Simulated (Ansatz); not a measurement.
AlGaN2: checking dH/dP = V

These are results of DFT r2SCAN, scalar-relativistic, plane waves, PAW in Ansatz 0.2.0, not measurements. Run with 500 eV cutoff, 8×8×6 k-mesh, Gaussian smearing of 0.02 eV, no spin polarisation.

The relaxed crystal:

```
Al Ga N
1.0
     3.13853    0.00000    0.00000
     0.00000    3.13853    0.00000
     0.00000    0.00000    4.42236
Al Ga N
1 1 2
Direct
  0.50000 0.50000 0.50000
  0.00000 0.00000 0.00000
  0.50000 0.00000 0.73908
  0.00000 0.50000 0.26092
```

Cell and atoms were relaxed at each target pressure within the start's symmetry (P-4m2), at zero temperature; other phases can be more stable under pressure. H = E + PV with P the target; E is the free energy at the smearing used, whose derivative the pressure is, per atom and counted from zero pressure.

| P (GPa) | V (Å³/atom) | E − E0 (meV) | H − H0 (meV) |
| --- | --- | --- | --- |
| 0 | 10.890 | 0.0 | 0.0 |
| 2 | 10.786 | 0.7 | 135.3 |
| 5 | 10.636 | 3.9 | 335.9 |
| 10 | 10.411 | 14.5 | 664.3 |
| 20 | 10.023 | 50.5 | 1301.7 |
| 40 | 9.408 | 163.7 | 2512.6 |

Task: Thermodynamics gives dH/dP = V along a relaxed path. Integrate V over P by the trapezoid rule and compare with the computed enthalpies.

Result: With 1 eV/Å³ = 160.22 GPa, each step adds the mean volume times ΔP / 160.22:
| P (GPa) | ∫V dP (meV) | H − H0 (meV) | difference (meV) |
| --- | --- | --- | --- |
| 2 | 135.3 | 135.3 | 0.0 |
| 5 | 335.8 | 335.9 | 0.0 |
| 10 | 664.3 | 664.3 | 0.0 |
| 20 | 1302.0 | 1301.7 | 0.3 |
| 40 | 2514.8 | 2512.6 | 2.2 |

V(P) curves upward, so the trapezoid rule runs high; integrating a smooth curve through the same points (P as a polynomial of degree 4 in ln V) puts that excess at about 2.2 meV at 40 GPa, against the 2.2 meV found.

Task: At 40 GPa, how much of the enthalpy change is stored energy and how much is the PV term?

Result: E rises by 164 meV/atom and PV is 40 × 9.408 / 160.22 = 2349 meV/atom, so PV makes 93 % of ΔH. So between rival structures at high pressure a small difference in volume can outweigh the difference in energy: 1 % of this volume is worth 23.5 meV/atom at this pressure.

Task: What bulk modulus do the lowest pressures give?

Result: From the pressures that the runs reached, -1.99 GPa (11.000 Å³) and 2.02 GPa (10.786 Å³), B = −ΔP/Δln V = 4.01 / 0.0197 = 204 GPa, a mean over that range.

Task: The gap is 3.292 eV at -1.99 GPa and 3.444 eV at 2.02 GPa. What pressure coefficient and volume deformation potential follow?

Result: dE_g/dP = 37.9 meV/GPa, and a_V = dE_g/d ln V = −B dE_g/dP = -7.72 eV. A gap that opens under pressure, with a_V of several eV below zero, is what an s-like antibonding conduction edge gives, since compression pushes it up. If the edges move to other points of the zone within the range, this is a mean of two slopes. Gaps are generalised Kohn–Sham gaps over the whole zone.

The near-perfect match between the integrated volumes and the enthalpies shows that stresses and energies are mutually consistent, with the remaining 2.2 meV at 40 GPa coming from the quadrature. It does not test how accurate the functional's equation of state is. Stored energy starts out quadratic in compression while the PV term is linear in pressure, so PV dominates throughout. The volume falls ever more slowly because shortening the stiff, partly ionic metal–nitrogen bonds meets steeply rising repulsion.

The same weighting favours denser structures. AlN and GaN both adopt six-coordinate rocksalt under sufficient pressure, so the tetrahedral network followed here is probably metastable at the upper end of the range.

The gap's clear opening under pressure suggests a conduction edge derived from the zone-centre cation-s/nitrogen-s antibonding state, rather than from the zincblende X valley, which responds much more weakly to pressure. Since ordering can fold an X valley onto the zone centre, the pressure coefficient alone does not establish a strong direct optical transition.
